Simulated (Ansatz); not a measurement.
The calculation used DFT PBE, scalar-relativistic, plane waves, PAW (Ansatz). Settings: cutoff 420 eV, Γ-centred meshes spaced at most about 0.3 Å⁻¹, and about 0.25 Å⁻¹ or finer for metals (2π included), Gaussian smearing. No spin polarisation in the final relaxations.

These are static total energies at zero pressure.

Two forms of MgTe₄ were relaxed alike.

A.

Space group R-3m:H (No. 166). a = 6.615 Å, b = 6.615 Å, c = 13.287 Å, α = 90.00°, β = 90.00°, γ = 120.00°
```tsv
atom	site	symmetry	x	y	z
Mg	3b	-3m	0.3333	0.6667	0.1667
Te	9e	.2/m	0.1667	0.3333	0.3333
Te	3a	-3m	0.0000	0.0000	0.0000
```

B.

Space group Pm-3m (No. 221). a = 5.420 Å, b = 5.420 Å, c = 5.420 Å, α = 90.00°, β = 90.00°, γ = 90.00°
```tsv
atom	site	symmetry	x	y	z
Mg	1a	m-3m	0.0000	0.0000	0.0000
Te	3d	4/mm.m	0.5000	0.0000	0.0000
Te	1b	m-3m	0.5000	0.5000	0.5000
```

Question: Which is lower in energy, and by how much?

Answer: A is lower, by 0.30 eV/atom. A has space group R-3m (No. 166), 33.6 Å³/atom and no gap on its mesh; B has space group Pm-3m (No. 221), 31.8 Å³/atom and no gap. The lower one is the more open, so pressure narrows the difference. In A, around Mg lie 6 Te at 2.92 Å; around Te on a site of symmetry 2/m lie 2 Mg at 2.92 Å and 6 Te at 3.31 Å; Te on a site of symmetry -3m is surrounded by 6 Te at 3.31 Å. In B, around Mg lie 6 Te at 2.71 Å; Te on a site of symmetry 4/mmm has 2 Mg at 2.71 Å and 12 Te at 3.83 Å; Te on a site of symmetry m-3m is surrounded by 12 Te at 3.83 Å. Both come from invented guesses. A third cell relaxed alike, in I4/m, lies 84 meV/atom below the lower of the two.

Spin–orbit coupling, which can matter for Te, is left out. Cells relaxed within their symmetry can be saddle points.

The preference for A probably comes from how each framework balances Mg–Te against Te–Te contacts. Two electrons from Mg cannot bring four Te atoms to telluride, so the anions remain electron-poor and gain from bonding to one another. In B, one cubic lattice parameter fixes both distances: the Mg–Te contacts at 2.71 Å are short for octahedral Mg, while the Te atoms stay 3.83 Å apart, too far for much covalent bonding. A can adjust the spacing within and between its Te layers separately, which relaxes Mg–Te to 2.92 Å and brings Te–Te down to 3.31 Å. That is still longer than a normal single bond and suggests weak, delocalised multicentre bonding, in keeping with partly filled Te p bands and the absence of a gap.

Such evenly spaced, electron-poor Te networks are often prone to distort into shorter and longer contacts. A is favoured only over B, since the I4/m cell lies lower still. None of these energies tests MgTe₄ against separation into MgTe and elemental Te.
